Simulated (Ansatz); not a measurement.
Runs of Ansatz 0.2.0 on Al. The cell holds a slab with vacuum, 5 atoms: a = 2.827 Å, b = 2.827 Å, c = 24.186 Å, α = 90.00°, β = 90.00°, γ = 120.00°. The slab is cut from a database's or a generator's crystal, which needn't be the stable form of the element.

```csv
task,level,cell,cutoff (eV),basis error allowed,gap on the mesh (eV),largest force (eV/Å),work function (eV)
projected density of states,PBE,"the (0 0 1) slab of Al, cut from the database cell, not relaxed",121,0.002 eV/atom,-,0.26,4.05
single point,LDA,as given,122,0.002 eV/atom,none,0.10,4.21
single point,PBEsol,as given,122,0.002 eV/atom,none,(a),4.10
single point,PBE,"the (0 0 1) slab of Al, cut from the database cell, not relaxed",137,0.001 eV/atom,none,0.26,4.05
```

Alike in all rows: potentials or basis all-electron LAPW, scalar-relativistic; no spin polarisation; k mesh 11 × 11 × 1; smearing fermi-dirac 0.05 eV.

Task: Fill in the values left out.

Result: (a) 0.19.

A k mesh can miss the band edges.

A gap of «none» marks a metal or a gap under the smearing width.

Not every run made on this cell is shown here.
